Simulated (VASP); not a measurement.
# ZnS (P6_3mc) in VASP: notebook

ZnS is run at these levels: PBE, PBEsol; tasks: single point.

All numbers are computed with VASP 6.6.1; they aren't measurements. Logs are shortened: lines on timing, memory, paths and dates and some standing lists are left out, and cuts for length are marked.

**Experimental background.**

A printed reference work, monograph reports, for a bulk crystal of ZnS at 4 K: band gap 3.911 eV (direct).

How close the calculation comes is told below.

## Step 1: The cell of the first run

It takes space group P6_3mc (No. 186, hexagonal). Conventional cell: a = 3.811 Å, b = 3.811 Å, c = 6.234 Å, α = 90.00°, β = 90.00°, γ = 120.00°. Zn (site symmetry 3m) has 4 S at 2.31 to 2.40 Å within 3.1 Å. Within 3.1 Å of S (site symmetry 3m) lie 4 Zn at 2.31 to 2.40 Å.

## Step 2: Single point, PBE

Contents of INCAR:

```
SYSTEM = ZnS
PREC = Accurate
ENCUT = 500
EDIFF = 1E-6
ISMEAR = 0
SIGMA = 0.1
LREAL = .False.
LASPH = .True.
NELM = 120
ALGO = Normal
ISIF = 2
LWAVE = .False.
LCHARG = .False.
GGA = PE
NBANDS = 26
GGA_COMPAT = .False.
```

Contents of KPOINTS:

```
Automatic mesh
0
Gamma
  6 6 4
  0 0 0
```

Contents of POSCAR:

```
ZnS
1.0
    3.8109987816      0.0000000000      0.0000000000
   -1.9054993908      3.3004217586      0.0000000000
    0.0000000000      0.0000000000      6.2340000000
Zn S
2 2
Direct
    0.3333333333      0.6666666667      0.0000000000
    0.6666666667      0.3333333333      0.5000000000
    0.3333333333      0.6666666667      0.3850000000
    0.6666666667      0.3333333333      0.8850000000
```

Potentials or basis: VASP PAW PBE potentials, release 64 (Zn, S).

Launch:

```
> cat potpaw_PBE.64/Zn/POTCAR potpaw_PBE.64/S/POTCAR > POTCAR
> mpirun -np 1 vasp_std > vasp.out
```

OUTCAR:

```text
SYSTEM = ZnS
   PREC = Accurate
   ENCUT = 500
   EDIFF = 1E-6
   ISMEAR = 0
   LREAL = .False.
   LASPH = .True.
   NELM = 120
   ISIF = 2
   GGA = PE

 ion  position               nearest neighbor table
   1  0.333  0.667  0.000-   4 2.31   4 2.31   4 2.31   3 2.40
   2  0.667  0.333  0.500-   3 2.31   3 2.31   3 2.31   4 2.40
   3  0.333  0.667  0.385-   2 2.31   2 2.31   2 2.31   1 2.40
   4  0.667  0.333  0.885-   1 2.31   1 2.31   1 2.31   2 2.40

  LATTYP: Found a hexagonal cell.
 ALAT       =     3.8109987816
 C/A-ratio  =     1.6357916539

  Lattice vectors:

 A1 = (   3.8109987816,   0.0000000000,   0.0000000000)
 A2 = (  -1.9054993908,   3.3004217586,   0.0000000000)
 A3 = (   0.0000000000,   0.0000000000,   6.2340000000)

Analysis of symmetry for initial positions (statically):
=====================================================================
 Subroutine PRICEL returns:
 Original cell was already a primitive cell.

 Routine SETGRP: Setting up the symmetry group for a
 hexagonal supercell.

 Subroutine GETGRP returns: Found 12 space group operations
 (whereof  6 operations were pure point group operations)
 out of a pool of 24 trial point group operations.

The static configuration has the point symmetry C_3v.
 The point group associated with its full space group is C_6v.

Analysis of symmetry for dynamics (positions and initial velocities):
=====================================================================
 Subroutine PRICEL returns:
 Original cell was already a primitive cell.

 Routine SETGRP: Setting up the symmetry group for a
 hexagonal supercell.

 Subroutine GETGRP returns: Found 12 space group operations
 (whereof  6 operations were pure point group operations)
 out of a pool of 24 trial point group operations.

The dynamic configuration has the point symmetry C_3v.
 The point group associated with its full space group is C_6v.

 Subroutine INISYM returns: Found 12 space group operations
 (whereof  6 operations are pure point group operations),
 and found     1 'primitive' translations

----------------------------------------------------------------------------------------

                                     Primitive cell

  volume of cell :      78.4106

  direct lattice vectors                    reciprocal lattice vectors
     3.810998782  0.000000000  0.000000000     0.262398405  0.151495789  0.000000000
    -1.905499391  3.300421759  0.000000000     0.000000000  0.302991579  0.000000000
     0.000000000  0.000000000  6.234000000     0.000000000  0.000000000  0.160410651

  length of vectors
     3.810998782  3.810998782  6.234000000     0.302991579  0.302991579  0.160410651

  position of ions in fractional coordinates (direct lattice)
     0.333333333  0.666666667  0.000000000
     0.666666667  0.333333333  0.500000000
     0.333333333  0.666666667  0.385000000
     0.666666667  0.333333333  0.885000000

  ion indices of the primitive-cell ions
   primitive index   ion index
                 1           1
                 2           2
                 3           3
                 4           4

----------------------------------------------------------------------------------------

 KPOINTS: Automatic mesh

Automatic generation of k-mesh.
 Grid dimensions read from file:
 generate k-points for:    6    6    4

 Generating k-lattice:

  Cartesian coordinates                     Fractional coordinates (reciprocal lattice)
     0.043733067  0.025249298  0.000000000     0.166666667  0.000000000  0.000000000
     0.000000000  0.050498596  0.000000000     0.000000000  0.166666667  0.000000000
     0.000000000  0.000000000  0.040102663     0.000000000  0.000000000  0.250000000

  Length of vectors
     0.050498596  0.050498596  0.040102663

  Shift w.r.t. Gamma in fractional coordinates (k-lattice)
     0.000000000  0.000000000  0.000000000

 Subroutine IBZKPT returns following result:
 ===========================================

 Found     21 irreducible k-points:

 Following reciprocal coordinates:
            Coordinates               Weight
  0.000000  0.000000  0.000000      1.000000
  0.166667  0.000000  0.000000      6.000000
  0.333333  0.000000  0.000000      6.000000
  0.500000  0.000000  0.000000      3.000000
  0.166667  0.166667  0.000000      6.000000
  0.333333  0.166667  0.000000     12.000000
[... 13 lines left out ...]
  0.333333  0.166667  0.500000     12.000000
  0.333333  0.333333  0.500000      2.000000
   k-points           NKPTS =     21   k-points in BZ     NKDIM =     21   number of bands    NBANDS=     26
   number of dos      NEDOS =    301   number of ions     NIONS =      4
   total plane-waves  NPLWV =  37632
   dimension x,y,z NGX =    28 NGY =   28 NGZ =   48
   dimension x,y,z NGXF=    56 NGYF=   56 NGZF=   96
   ions per type =               2   2
   NGX,Y,Z   is equivalent  to a cutoff of  12.21, 12.21, 12.80 a.u.
   NGXF,Y,Z  is equivalent  to a cutoff of  24.43, 24.43, 25.60 a.u.
 SYSTEM =  ZnS
   PREC   = accura    normal or accurate (medium, high low for compatibility)
   ISTART =      0    job   : 0-new  1-cont  2-samecut
   ICHARG =      2    charge: 1-file 2-atom 10-const
   ISPIN  =      1    spin polarized calculation?
   LNONCOLLINEAR =      F non collinear calculations
   LSORBIT =      F    spin-orbit coupling
   LASPH  =      T    aspherical Exc in radial PAW
   ENCUT  =  500.0 eV  36.75 Ry    6.06 a.u.   6.95  6.95 11.37*2*pi/ulx,y,z
   NELM   =    120;   NELMIN=  2; NELMDL= -5     # of ELM steps
   EDIFF  = 0.1E-05   stopping-criterion for ELM
   LREAL  =      F    real-space projection
   EDIFFG = 0.1E-04   stopping-criterion for IOM
   NSW    =      0    number of steps for IOM
   IBRION =     -1    ionic relax: 0-MD 1-quasi-New 2-CG
   NFREE  =      0    steps in history (QN), initial steepest desc. (CG)
   ISIF   =      2    stress and relaxation
   ISYM   =      2    0-nonsym 1-usesym 2-fastsym
   POTIM  = 0.5000    time-step for ionic-motion
   TEBEG  =    0.0;   TEEND  =   0.0 temperature during run
   PSTRESS=    0.0 pullay stress
   NELECT =      36.0000    total number of electrons
   NUPDOWN=      -1.0000    fix difference up-down
   EMIN   =  10.00;   EMAX   =-10.00  energy-range for DOS
   EFERMI =   0.00;   METHOD = LEGACY
   ISMEAR =     0;   SIGMA  =   0.10  broadening in eV -4-tet -1-fermi 0-gaus
   EFERMI_NEDOS =   21; number of points for ismear=-14 and -15
   IALGO  =     38    algorithm
   IMIX   =      4    mixing-type and parameters
     AMIX     =   0.40;   BMIX     =  1.00
     AMIX_MAG =   1.60;   BMIX_MAG =  1.00
  volume/ion in A,a.u.               =      19.60       132.29
  Fermi-wavevector in a.u.,A,eV,Ry     =   1.262944  2.386617 21.701656  1.595027
  Thomas-Fermi vector in A             =   2.396326
   LORBIT       =      0    0 simple, 1 ext, 2 COOP (PROOUT), +10 PAW based schemes
   GGA     = PE    functional components
   LHFCALC =     F    Hartree Fock is set to
   AEXX    =    0.0000 exact exchange contribution
   IVDW    =     0    specifies the selected vdW correction
   LEPSILON=     F    determine dielectric tensor
   LRPA    =     F    only Hartree local field effects (RPA)
 non-spin polarized calculation
 Gauss-broadening in eV      SIGMA  =   0.10
  energy-cutoff  :      500.00
  volume of cell :       78.41
 maximum number of plane-waves:      2012
 NGX is ok and might be reduce to    28
   NGX = 13   NGY = 13   NGZ = 23

 number of electron      35.9999977 magnetization

 Free energy of the ion-electron system (eV)
  ---------------------------------------------------
  ext. energy  EPLUGINS =         0.00000000
  ---------------------------------------------------
  free energy    TOTEN  =       -13.65031993 eV

  energy without entropy =      -13.65031993  energy(sigma->0) =      -13.65031993

 E-fermi :   2.6030     XC(G=0):  -9.6507

 val. band max:        2.1637164511   @ k =   0.0000   0.0000   0.0000
 cond. band min:       4.4165145863   @ k =   0.0000   0.0000   0.0000
 fundamental gap:      2.2527981352
 Fermi energy:         2.6029793699

 k-point     1 :       0.0000    0.0000    0.0000
  band No.  band energies     occupation
      1     -11.0298      2.00000
      2     -10.1067      2.00000
      3      -4.2061      2.00000
      4      -4.2061      2.00000
      5      -4.1418      2.00000
      6      -4.1418      2.00000
[... 18 lines left out ...]
     25       9.7861      0.00000
     26      11.4735      0.00000

 k-point     2 :       0.1667    0.0000    0.0000
  band No.  band energies     occupation
      1     -10.8446      2.00000
      2     -10.0028      2.00000
      3      -4.2179      2.00000
      4      -4.1637      2.00000
      5      -4.1292      2.00000
      6      -4.0866      2.00000
[... 18 lines left out ...]
     25      10.4522      0.00000
     26      10.6184      0.00000

 k-point     3 :       0.3333    0.0000    0.0000
  band No.  band energies     occupation
      1     -10.4002      2.00000
      2      -9.8148      2.00000
      3      -4.1974      2.00000
      4      -4.0920      2.00000
      5      -4.0769      2.00000
      6      -3.9655      2.00000
[... 18 lines left out ...]
     25      10.8431      0.00000
     26      11.8384      0.00000

 k-point     4 :       0.5000    0.0000    0.0000
  band No.  band energies     occupation
      1     -10.0937      2.00000
      2      -9.7720      2.00000
      3      -4.1705      2.00000
      4      -4.0662      2.00000
      5      -3.9537      2.00000
      6      -3.9033      2.00000
[... 18 lines left out ...]
     25      11.2486      0.00000
     26      13.5313      0.00000
[... 409 lines left out ...]
      1     -10.2041      2.00000
      2     -10.2041      2.00000
      3      -4.1691      2.00000
      4      -4.1691      2.00000
      5      -4.0729      2.00000
      6      -4.0729      2.00000
[... 18 lines left out ...]
     25      10.6474      0.00000
     26      10.6474      0.00000

 k-point    20 :       0.3333    0.1667    0.5000
  band No.  band energies     occupation
      1      -9.9280      2.00000
      2      -9.9280      2.00000
      3      -4.1104      2.00000
      4      -4.1104      2.00000
      5      -3.9888      2.00000
      6      -3.9888      2.00000
[... 18 lines left out ...]
     25      11.2728      0.00000
     26      11.2728      0.00000

 k-point    21 :       0.3333    0.3333    0.5000
  band No.  band energies     occupation
      1      -9.8333      2.00000
      2      -9.8333      2.00000
      3      -4.0171      2.00000
      4      -4.0171      2.00000
      5      -4.0090      2.00000
      6      -4.0090      2.00000
[... 18 lines left out ...]
     25      11.9395      0.00000
     26      11.9395      0.00000

------------------------ aborting loop because EDIFF is reached ----------------------------------------

  FORCE on cell =-STRESS in cart. coord.  units (eV):
  Direction    XX          YY          ZZ          XY          YZ          ZX
  --------------------------------------------------------------------------------------
  -------------------------------------------------------------------------------------
  Total        1.5633526      1.5633526      0.5372078      0.0000000      0.0000000      0.0000000
  in kB       31.9442340     31.9442340     10.9768536      0.0000000      0.0000000      0.0000000
  external PRESSURE =      24.9551072 kB  Pullay stress =       0.0000000 kB

 VOLUME and BASIS-vectors are now :
 -----------------------------------------------------------------------------
  energy-cutoff  :      500.00
  volume of cell :       78.41
      direct lattice vectors                 reciprocal lattice vectors
     3.810998782  0.000000000  0.000000000     0.262398405  0.151495789  0.000000000
    -1.905499391  3.300421759  0.000000000     0.000000000  0.302991579  0.000000000
     0.000000000  0.000000000  6.234000000     0.000000000  0.000000000  0.160410651

 POSITION                                       TOTAL-FORCE (eV/Angst)
 -----------------------------------------------------------------------------------
     -0.00000      2.20028      0.00000        -0.000000      0.000000      0.323857
      1.90550      1.10014      3.11700         0.000000     -0.000000      0.323857
     -0.00000      2.20028      2.40009        -0.000000      0.000000     -0.323857
      1.90550      1.10014      5.51709        -0.000000      0.000000     -0.323857
 -----------------------------------------------------------------------------------
    total drift:                               -0.000000     -0.000000      0.000358

  FREE ENERGIE OF THE ION-ELECTRON SYSTEM (eV)
  ---------------------------------------------------
  free  energy   TOTEN  =       -13.6503199264 eV

  energy  without entropy=      -13.6503199264  energy(sigma->0) =      -13.65031993
```

Wall time 19 s (1 thread of Intel Xeon 6975P-C (Granite Rapids), shared host); peak memory 0.19 GiB.

Results:

| Property | Result |
| --- | --- |
| Free energy | -13.6503 eV |
| Pressure | 2.5 GPa |
| Largest force | 0.324 eV/Å |
| Band gap on the k mesh | 2.25 eV |

Forces on the atoms (eV/Å):
```
Zn   0.000  0.000  0.324
Zn   0.000  0.000  0.324
S    0.000  0.000 -0.324
S    0.000  0.000 -0.324
```

Stress tensor (GPa, compression positive):
```
3.19 0.00 0.00
0.00 3.19 0.00
0.00 0.00 1.10
```

Expect the measured gap to be larger: semilocal functionals such as PBE lack the derivative discontinuity.

## Step 3: Single point, PBEsol

This run uses another cell than the first one, of 20.18 Å³/atom.

Contents of INCAR:

```
SYSTEM = ZnS
PREC     = Accurate       ! precision mode
ENCUT    = 500            ! plane-wave cutoff, eV
EDIFF    = 1E-6           ! SCF threshold, eV
ISMEAR   = 0              ! smearing method
SIGMA    = 0.05           ! smearing width, eV
LREAL    = .False.        ! projectors in reciprocal space
LASPH    = .True.         ! aspherical terms in the spheres
NELM     = 120            ! most SCF steps
ALGO     = Normal         ! electronic algorithm
ISIF     = 2              ! what is computed and relaxed
LWAVE    = .False.        ! write WAVECAR
LCHARG   = .True.         ! write CHGCAR
GGA      = PS             ! functional
LELF     = .True.         ! ELF
LVHAR    = .True.       
NBANDS   = 26             ! bands
GGA_COMPAT= .False.
```

Contents of KPOINTS:

```
regular mesh
0
Gamma
  9 9 4
  0 0 0
```

Contents of POSCAR:

```
ZnS
1.0
    3.8455587354      0.0000000000      0.0000000000
   -1.9227793677      3.3303515566      0.0000000000
    0.0000000000      0.0000000000      6.3037246812
Zn S
2 2
Direct
    0.3333333333      0.6666666667      0.0052003729
    0.6666666667      0.3333333333      0.5052003729
    0.3333333333      0.6666666667      0.3797996271
    0.6666666667      0.3333333333      0.8797996271
```

Potentials or basis: VASP PAW PBE potentials, release 64 (Zn, S).

Launch:

```
> cat potpaw_PBE.64/Zn/POTCAR potpaw_PBE.64/S/POTCAR > POTCAR
> mpirun -np 1 vasp_std > vasp.out
```

It took 29 s on 1 thread of Intel Xeon 6975P-C (Granite Rapids), shared host; peak memory 0.21 GiB.

The run converged. Its results:

```yaml
Free_energy: -15.1293 eV
Pressure: -3.3 GPa
Band_gap_on_the_k_mesh: 1.95 eV
```

Forces in eV/Å, atoms in the order of the input:
```
Zn   0.000  0.000 -0.003
Zn   0.000  0.000 -0.003
S    0.000  0.000  0.003
S    0.000  0.000  0.003
```

Levels at points of the mesh, in eV from the valence-band top:
| k point | band 14 | band 15 | band 16 | band 17 | band 18 | band 19 | band 20 | band 21 | band 22 | band 23 |
| --- | --- | --- | --- | --- | --- | --- | --- | --- | --- | --- |
| (0.00, 0.00, 0.00) | -0.87 | -0.87 | -0.07 | 0.00 | 0.00 | 1.95 | 2.93 | 6.24 | 6.24 | 6.50 |
| (0.00, 0.00, 0.50) | -2.85 | -0.45 | -0.45 | -0.45 | -0.45 | 3.36 | 3.36 | 6.64 | 6.64 | 6.69 |

Caveat: the cell stands under tension; the PAW data sets were made with another functional, which shifts forces and pressure a little.

## Step 4: Single point, PBE

This run uses another cell than the first one, of 20.18 Å³/atom.

Contents of INCAR:

```
SYSTEM = ZnS
ALGO = Normal ; EDIFF = 1E-7
ENCUT = 520 ; GGA = PE
ISIF = 2 ; ISMEAR = 0
LASPH = .True. ; LCHARG = .True.
LELF = .True. ; LREAL = .False.
LVHAR = .True. ; LWAVE = .False.
NBANDS = 26 ; NELM = 80
PREC = Accurate ; SIGMA = 0.05
```

Contents of KPOINTS:

```
k-points
0
Gamma
  9 9 6
  0 0 0
```

Contents of POSCAR:

```
ZnS
1.0
    3.8455587367      0.0000000000      0.0000000000
   -1.9227793683      3.3303515577      0.0000000000
    0.0000000000      0.0000000000      6.3037246770
Zn S
2 2
Direct
    0.3333333333      0.6666666667      0.0052003725
    0.6666666667      0.3333333333      0.5052003725
    0.3333333333      0.6666666667      0.3797996275
    0.6666666667      0.3333333333      0.8797996275
```

Launch:

```
> cat potpaw_PBE.64/Zn/POTCAR potpaw_PBE.64/S/POTCAR > POTCAR
> mpirun -np 1 vasp_std > vasp.out
```

Wall time 2.3 min (1 thread of AMD EPYC 7R13, shared host); peak memory 0.21 GiB.

Results (log left out):

```yaml
Free_energy: -13.6937 eV
Pressure: 0.1 GPa
Band_gap_on_the_k_mesh: 2.08 eV
```

Levels at points of the mesh, in eV from the valence-band top:
```csv
k point,band 14,band 15,band 16,band 17,band 18,band 19,band 20,band 21,band 22,band 23
"(0.00, 0.00, 0.00)",-0.86,-0.86,-0.07,0.00,0.00,2.08,3.05,6.33,6.33,6.59
"(0.00, 0.00, 0.50)",-2.80,-0.45,-0.45,-0.45,-0.45,3.48,3.48,6.76,6.76,6.78
```

## Step 5: Overview

| level | cell | k mesh | cutoff (eV) | smearing | gap on the mesh (eV) | pressure (GPa) |
| --- | --- | --- | --- | --- | --- | --- |
| PBE | a = 3.811, b = 3.811, c = 6.234 Å, angles 90.0, 90.0, 120.0°, 4 atoms, atomic positions A | 6 × 6 × 4 | 500 | gaussian 0.1 eV | 2.25 | 2.5 |
| PBEsol | a = 3.846, b = 3.846, c = 6.304 Å, angles 90.0, 90.0, 120.0°, 4 atoms, atomic positions B | 9 × 9 × 4 | 500 | gaussian 0.05 eV | 1.95 | -3.3 |
| PBE | a = 3.846, b = 3.846, c = 6.304 Å, angles 90.0, 90.0, 120.0°, 4 atoms, atomic positions B | 9 × 9 × 6 | 520 | gaussian 0.05 eV | 2.08 | 0.1 |

Alike in all rows: task single point; potentials or basis VASP PAW PBE potentials, release 64 (Zn, S); no spin polarisation.

Caveats: the cell stands under tension (at least some runs); the PAW data sets were made with another functional, which shifts forces and pressure a little (at least some runs).

Absolute energies hang on the potentials; compare differences alone.

## Step 6: Against experiment

Step 4. Against the measured gap of ZnS, 3.911 eV (direct; 4 K; a printed reference work, monograph), the calculated 2.08 eV is off by -1.83 eV. The value is that of PBE, without temperature or zero-point motion. Semilocal functionals fall short of measured gaps as a rule.
